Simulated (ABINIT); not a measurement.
# GaP (F-43m) in ABINIT: settings compared

The runs below take GaP through band structure, with LDA, rPW86PBE, BLYP.

Everything below comes from runs of ABINIT 10.8.3 (patched build). Logs are shortened: lines on timing, memory, paths and dates and some standing lists are left out, and cuts for length are marked. The log counts tension as positive stress, the text compression.

**What was measured.**

From “Stacking defects in GaP nanowires: Electronic structure and optical properties”, 2018, arxiv:1810.01194, for a bulk crystal of GaP at 10 K: band gap 2.34 eV (indirect).

The results are compared with them further down.

## Step 1: Starting point

It takes space group F-43m (No. 216, cubic). Conventional cell: a = 5.451 Å, b = 5.451 Å, c = 5.451 Å, α = 90.00°, β = 90.00°, γ = 90.00°. Ga (site symmetry -43m) is surrounded by 4 P at 2.36 Å. P (site symmetry -43m) has 4 Ga at 2.36 Å as nearest neighbours.

## Step 2: Band structure, LDA, spin-orbit coupling, no magnetisation

run.abi

```
# Datasets: ground state, then fixed potential
ndtset 2

# Pseudopotentials
pp_dirpath "./"
pseudos "Ga.LDA_PW-JTH.xml, P.LDA_PW-JTH.xml"

# Structure
acell 3*1.0
rprim
     0.0000000000     5.1499761211     5.1499761211
     5.1499761211     0.0000000000     5.1499761211
     5.1499761211     5.1499761211     0.0000000000
ntypat 2
znucl 31 15
natom 2
typat 1 2
xred
     0.0000000000     0.0000000000     0.0000000000
     0.7500000000     0.7500000000     0.7500000000

# Plane-wave basis
ecut 20.0
pawecutdg 40.0

# Exchange and correlation
ixc 7

# Bands and occupations
occopt 3
tsmear 0.00183747

# Spin
nspinor 2
nspden 1
pawspnorb 1

# SCF cycle
nstep 100

# Output
iomode 3
prtwf 0
prteig 0
prtebands 0
enunit 1
prtden1 1

# Dataset 1
kptopt1 4
ngkpt1 8 8 8
nshiftk1 1
shiftk1 0.0 0.0 0.0
nband1 26
tolvrs1 1.0e-9

# Dataset 2: bands along G-X-W-K-G-L-U-W-L-K
iscf2 -2
getden2 1
nband2 34
nbdbuf2 2
tolwfr2 1.0e-12
kptopt2 -9
ndivsm2 6
prteig2 1
prtvol2 -3
kptbounds2
     0.0000000000     0.0000000000     0.0000000000
     0.5000000000     0.0000000000     0.5000000000
     0.5000000000     0.2500000000     0.7500000000
     0.3750000000     0.3750000000     0.7500000000
     0.0000000000     0.0000000000     0.0000000000
     0.5000000000     0.5000000000     0.5000000000
     0.6250000000     0.2500000000     0.6250000000
     0.5000000000     0.2500000000     0.7500000000
     0.5000000000     0.5000000000     0.5000000000
     0.3750000000     0.3750000000     0.7500000000
```

Potentials or basis: JTH PAW LDA v2.0.

Command:

```
abinit run.abi > log 2>&1
```

run.abo:

```text
.Version 10.8.3 of ABINIT
 DATASET    1 : space group F2 3 (#196); Bravais cF (face-center cubic)
================================================================================
 Values of the parameters that define the memory need for DATASET  1.
     intxc =       0    ionmov =       0      iscf =      17    lmnmax =      18
     lnmax =       6     mgfft =      30  mpssoang =       3    mqgrid =    3001
     natom =       2  nloc_mem =       2    nspden =       1   nspinor =       2
    nsppol =       1      nsym =      12    n1xccc =       1    ntypat =       2
    occopt =       3   xclevel =       1
       mpw =        1211          nfft =       27000          nkpt =          52
 PAW method is used; the additional fine FFT grid is defined by:
   mgfftf=        45    nfftf =     91125
================================================================================
================================================================================

 DATASET    2 : space group F2 3 (#196); Bravais cF (face-center cubic)
================================================================================
 Values of the parameters that define the memory need for DATASET  2.
     intxc =       0    ionmov =       0      iscf =      -2    lmnmax =      18
     lnmax =       6     mgfft =      30  mpssoang =       3    mqgrid =    3001
     natom =       2  nloc_mem =       2    nspden =       1   nspinor =       2
    nsppol =       1      nsym =      12    n1xccc =       1    ntypat =       2
    occopt =       3   xclevel =       1
       mpw =        1211          nfft =       27000          nkpt =         103
 PAW method is used; the additional fine FFT grid is defined by:
   mgfftf=        45    nfftf =     91125
================================================================================
================================================================================

--------------------------------------------------------------------------------
------------- Echo of variables that govern the present computation ------------
--------------------------------------------------------------------------------
 -outvars: echo values of preprocessed input variables --------
            acell      1.0000000000E+00  1.0000000000E+00  1.0000000000E+00 Bohr
              amu      6.97230000E+01  3.09737620E+01
             ecut      2.00000000E+01 Hartree
           enunit           1
           getden1          0
           getden2          1
             iscf1         17
             iscf2         -2
              ixc           7
           jdtset        1    2
           kptopt1          4
           kptopt2         -9
         kptrlatt        8    0    0      0    8    0      0    0    8
          kptrlen1     5.82653286E+01
          kptrlen2     3.00000000E+01
            natom           2
            nband1         26
            nband2         34
           nbdbuf1          0
           nbdbuf2          2
           ndtset           2
           ndivsm1          0
           ndivsm2          6
            ngfft          30      30      30
          ngfftdg          45      45      45
             nkpt1         52
             nkpt2        103
          nspinor           2
            nstep         100
             nsym          12
           ntypat           2
           occopt           3
        pawcpxocc           2
        pawecutdg      4.00000000E+01 Hartree
        pawspnorb           1
        prtebands           0
           prteig1          0
           prteig2          1
           prtvol1          0
           prtvol2         -3
            prtwf           0
            rprim      0.0000000000E+00  5.1499761211E+00  5.1499761211E+00
                       5.1499761211E+00  0.0000000000E+00  5.1499761211E+00
                       5.1499761211E+00  5.1499761211E+00  0.0000000000E+00
           shiftk1     0.00000000E+00  0.00000000E+00  0.00000000E+00
           shiftk2     5.00000000E-01  5.00000000E-01  5.00000000E-01
          spgroup         196
           tolvrs1     1.00000000E-09
           tolvrs2     0.00000000E+00
           tolwfr1     0.00000000E+00
           tolwfr2     1.00000000E-12
           tsmear      1.83747000E-03 Hartree
            typat      1  2
[... 220 lines left out ...]
cutoff_energies: {ecut:  20.0, pawecutdg:  40.0, }
electrons: {nelect:   1.80000000E+01, charge:   0.00000000E+00, occopt:   3.00000000E+00, tsmear:   1.83747000E-03, }
meta: {optdriver: 0, ionmov: 0, optcell: 0, iscf: -2, paral_kgb: 0, }
...

 mkfilename : getden/=0, take file _DEN from output of DATASET   1.

 Exchange-correlation functional for the present dataset will be:
  LDA: Perdew-Wang 92 LSD fit to Ceperley-Alder data - ixc=7
  J.P.Perdew and Y.Wang, PRB 45, 13244 (1992)

 Real(R)+Recip(G) space primitive vectors, cartesian coordinates (Bohr,Bohr^-1):
 R(1)=  0.0000000  5.1499761  5.1499761  G(1)= -0.0970878  0.0970878  0.0970878
 R(2)=  5.1499761  0.0000000  5.1499761  G(2)=  0.0970878 -0.0970878  0.0970878
 R(3)=  5.1499761  5.1499761  0.0000000  G(3)=  0.0970878  0.0970878 -0.0970878
 Unit cell volume ucvol=  2.7317795E+02 bohr^3
 Angles (23,13,12)=  6.00000000E+01  6.00000000E+01  6.00000000E+01 degrees

 Coarse grid specifications (used for wave-functions):

 getcut: wavevector=  0.0000  0.0000  0.0000  ngfft=  30  30  30
         ecut(hartree)=     20.000   => boxcut(ratio)=   2.04834

 Fine grid specifications (used for densities):

 getcut: wavevector=  0.0000  0.0000  0.0000  ngfft=  45  45  45
         ecut(hartree)=     40.000   => boxcut(ratio)=   2.12196
--------------------------------------------------------------------------------

================================================================================
 Non-SCF case, kpt    1 (  0.00000  0.00000  0.00000), residuals and eigenvalues=
  6.86E-13  7.60E-13  3.11E-13  7.86E-13  5.24E-13  6.42E-13  4.20E-13  5.20E-13
  2.16E-13  4.52E-13  3.32E-13  5.36E-13  4.34E-13  4.39E-13  4.86E-13  5.35E-13
  4.75E-13  7.38E-13  2.68E-13  6.61E-13  3.06E-13  3.82E-13  3.10E-13  9.16E-13
  2.81E-13  5.27E-13  2.77E-13  6.71E-13  4.83E-13  9.17E-13  3.97E-13  3.00E-13
  5.22E-06  5.23E-06
 -3.6146E-01 -3.6146E-01 -3.6146E-01 -3.6146E-01 -3.4604E-01 -3.4604E-01
 -3.4364E-01 -3.4364E-01 -3.4364E-01 -3.4364E-01 -2.7349E-01 -2.7349E-01
  1.8455E-01  1.8455E-01  1.8778E-01  1.8778E-01  1.8778E-01  1.8778E-01
  2.4568E-01  2.4568E-01  3.2170E-01  3.2170E-01  3.2806E-01  3.2806E-01
  3.2806E-01  3.2806E-01  4.9842E-01  4.9842E-01  5.4467E-01  5.4467E-01
[... 1211 lines left out ...]
  4.7309E-01  4.7338E-01  5.1674E-01  5.2009E-01  5.5960E-01  5.5993E-01
  7.2066E-01  7.2292E-01  7.5534E-01  7.5570E-01
 Non-SCF case, kpt  103 (  0.37500  0.37500  0.75000), residuals and eigenvalues=
  3.29E-13  4.86E-13  6.55E-13  5.96E-13  7.29E-13  2.75E-13  3.63E-13  4.64E-13
  6.09E-13  5.52E-13  7.12E-13  3.51E-13  2.68E-13  7.29E-13  2.84E-13  3.04E-13
  4.56E-13  4.64E-13  3.04E-13  4.28E-13  1.64E-13  2.30E-13  1.82E-13  2.15E-13
  2.78E-13  1.88E-13  6.80E-13  4.33E-13  2.20E-13  5.81E-13  6.61E-13  4.49E-13
  2.06E-07  1.46E-05
 -3.6350E-01 -3.6212E-01 -3.6064E-01 -3.6014E-01 -3.4775E-01 -3.4520E-01
 -3.4382E-01 -3.4366E-01 -3.4321E-01 -3.4269E-01 -1.6446E-01 -1.6438E-01
 -5.7535E-02 -5.7181E-02  3.9610E-02  4.0443E-02  1.0298E-01  1.0306E-01
  2.6164E-01  2.6185E-01  3.5872E-01  3.5889E-01  4.8403E-01  4.8426E-01
  4.8605E-01  4.8658E-01  5.1962E-01  5.2336E-01  5.6548E-01  5.6581E-01
  7.1653E-01  7.1889E-01  7.6511E-01  7.6517E-01

--- !ResultsGS
iteration_state: {dtset: 2, }
comment   : Summary of ground state results
lattice_vectors:
- [  0.0000000,   5.1499761,   5.1499761, ]
- [  5.1499761,   0.0000000,   5.1499761, ]
- [  5.1499761,   5.1499761,   0.0000000, ]
lattice_lengths: [   7.28317,    7.28317,    7.28317, ]
lattice_angles: [ 60.000,  60.000,  60.000, ] # degrees, (23, 13, 12)
lattice_volume:   2.7317795E+02
convergence: {deltae:  0.000E+00, res2:  0.000E+00, residm:  9.980E-13, diffor:  0.000E+00, }
etotal    :  -8.60397282E+01
entropy   :   0.00000000E+00
fermie    :   2.13072265E-01
cartesian_stress_tensor: null
pressure_GPa: null
xred      :
- [  0.0000E+00,   0.0000E+00,   0.0000E+00, Ga]
- [  7.5000E-01,   7.5000E-01,   7.5000E-01,  P]
cartesian_forces: null
force_length_stats: {min: null, max: null, mean: null, }
...

 Integrated electronic density in atomic spheres:
 ------------------------------------------------
 Atom  Sphere_radius  Integrated_density
    1        2.10359         11.09484433
    2        1.60765          1.59620004

================================================================================

 ----iterations are completed or convergence reached----

 Mean square residual over all n,k,spin=   54.503E-14; max=  99.802E-14
 reduced coordinates (array xred) for    2 atoms
       0.000000000000      0.000000000000      0.000000000000
       0.750000000000      0.750000000000      0.750000000000

 cartesian coordinates (angstrom) at end:
    1      0.00000000000000     0.00000000000000     0.00000000000000
    2      4.08787499719786     4.08787499719786     4.08787499719786
 length scales=  1.000000000000  1.000000000000  1.000000000000 bohr
              =  0.529177210544  0.529177210544  0.529177210544 angstroms
 Eigenvalues (   eV  ) for nkpt= 103  k points:
 kpt#   1, nband= 34, wtk=  1.00000, kpt=  0.0000  0.0000  0.0000 (reduced coord)
  -9.83595   -9.83595   -9.83595   -9.83595   -9.41616   -9.41616   -9.35082   -9.35082
  -9.35082   -9.35082   -7.44206   -7.44206    5.02191    5.02191    5.10973    5.10973
   5.10973    5.10973    6.68539    6.68539    8.75379    8.75379    8.92689    8.92689
   8.92689    8.92689   13.56281   13.56281   14.82130   14.82130   14.82130   14.82130
  17.33461   17.35299
 kpt#   2, nband= 34, wtk=  1.00000, kpt=  0.0294  0.0000  0.0294 (reduced coord)
  -9.83658   -9.83658   -9.83541   -9.83541   -9.41628   -9.41628   -9.35142   -9.35142
  -9.35032   -9.35032   -7.42692   -7.42692    4.90243    4.90243    5.02060    5.02060
   5.06242    5.06242    6.84352    6.84352    8.76428    8.76428    8.93358    8.93358
   8.98878    8.98878   13.64477   13.64477   14.65281   14.65281   14.83600   14.83600
  17.37681   17.38350
 kpt#   3, nband= 34, wtk=  1.00000, kpt=  0.0588  0.0000  0.0588 (reduced coord)
  -9.83770   -9.83770   -9.83454   -9.83454   -9.41666   -9.41666   -9.35201   -9.35201
  -9.34998   -9.34998   -7.38165   -7.38165    4.53883    4.53883    4.88210    4.88210
   4.93012    4.93012    7.19816    7.19816    8.67872    8.67872    9.07227    9.07227
   9.16438    9.16438   13.87452   13.87452   14.24654   14.24654   14.87656   14.87656
[... 587 lines left out ...]
  12.41580   12.42383   14.20922   14.29025   15.22415   15.23275   19.35348   19.37530
  19.84242   19.87055
 kpt# 102, nband= 34, wtk=  1.00000, kpt=  0.3875  0.3875  0.7250 (reduced coord)
  -9.89103   -9.85264   -9.81416   -9.79996   -9.46389   -9.39151   -9.35619   -9.35540
  -9.33757   -9.32591   -4.54191   -4.54017   -1.50356   -1.49392    1.04401    1.06634
   2.89683    2.89919    7.22184    7.22826   10.18311   10.18577   12.78756   12.80619
  12.87333   12.88137   14.06124   14.15225   15.22754   15.23649   19.61014   19.67175
  20.55378   20.56361
 kpt# 103, nband= 34, wtk=  1.00000, kpt=  0.3750  0.3750  0.7500 (reduced coord)
  -9.89145   -9.85390   -9.81339   -9.80001   -9.46274   -9.39342   -9.35570   -9.35149
  -9.33913   -9.32512   -4.47518   -4.47293   -1.56561   -1.55597    1.07783    1.10052
   2.80211    2.80431    7.11961    7.12524    9.76131    9.76579   13.17107   13.17745
  13.22618   13.24048   14.13958   14.24143   15.38752   15.39653   19.49787   19.56193
  20.81981   20.82145

== END DATASET(S) ==============================================================
================================================================================

 -outvars: echo values of variables after computation  --------
            acell      1.0000000000E+00  1.0000000000E+00  1.0000000000E+00 Bohr
           etotal1    -8.6039728188E+01
            fcart1    -0.0000000000E+00 -0.0000000000E+00 -0.0000000000E+00
                      -0.0000000000E+00 -0.0000000000E+00 -0.0000000000E+00
            rprim      0.0000000000E+00  5.1499761211E+00  5.1499761211E+00
                       5.1499761211E+00  0.0000000000E+00  5.1499761211E+00
                       5.1499761211E+00  5.1499761211E+00  0.0000000000E+00
           strten1     9.4320737948E-05  9.4320737948E-05  9.4320737948E-05
                       0.0000000000E+00  0.0000000000E+00  0.0000000000E+00
           xangst      0.0000000000E+00  0.0000000000E+00  0.0000000000E+00
                       4.0878749972E+00  4.0878749972E+00  4.0878749972E+00
             xred      0.0000000000E+00  0.0000000000E+00  0.0000000000E+00
                       7.5000000000E-01  7.5000000000E-01  7.5000000000E-01
 Calculation completed.
```

Wall time 3.5 min (1 thread of Arm Neoverse V2, shared host); peak memory 0.21 GiB.

Results:

| Property | Result |
| --- | --- |
| Free energy | -2341.2603 eV |
| Pressure | -2.8 GPa |
| Band gap on the k mesh | 1.46 eV, indirect (least direct gap 1.58 eV) |
| Band gap along the path | 1.41 eV, indirect (least direct gap 1.58 eV) |
| Valence electrons inside the program's atomic spheres | Ga 11.09; P 1.60 |

Levels at the corners of the path, in eV from the valence-band top:
```
point  band 14  band 15  band 16  band 17  band 18  band 19  band 20  band 21  band 22  band 23
    Γ    -0.09     0.00     0.00     0.00     0.00     1.58     1.58     3.64     3.64     3.82
    X    -6.88    -2.75    -2.75    -2.73    -2.73     1.47     1.47     1.65     1.65    10.35
    W    -6.67    -3.66    -3.64    -3.53    -3.48     4.56     4.56     4.72     4.75     5.86
    K    -6.67    -4.03    -4.01    -2.31    -2.31     2.01     2.02     4.65     4.66     8.06
    Γ    -0.09     0.00     0.00     0.00     0.00     1.58     1.58     3.64     3.64     3.82
    L    -6.75    -1.20    -1.20    -1.12    -1.12     1.47     1.47     4.57     4.57     4.63
    U    -6.67    -4.03    -4.01    -2.31    -2.31     2.01     2.02     4.65     4.66     8.06
    W    -6.67    -3.66    -3.64    -3.53    -3.48     4.56     4.56     4.72     4.75     5.86
    L    -6.75    -1.20    -1.20    -1.12    -1.12     1.47     1.47     4.57     4.57     4.63
    K    -6.67    -4.03    -4.01    -2.31    -2.31     2.01     2.02     4.65     4.66     8.06
```

[end of part 1 of 2]
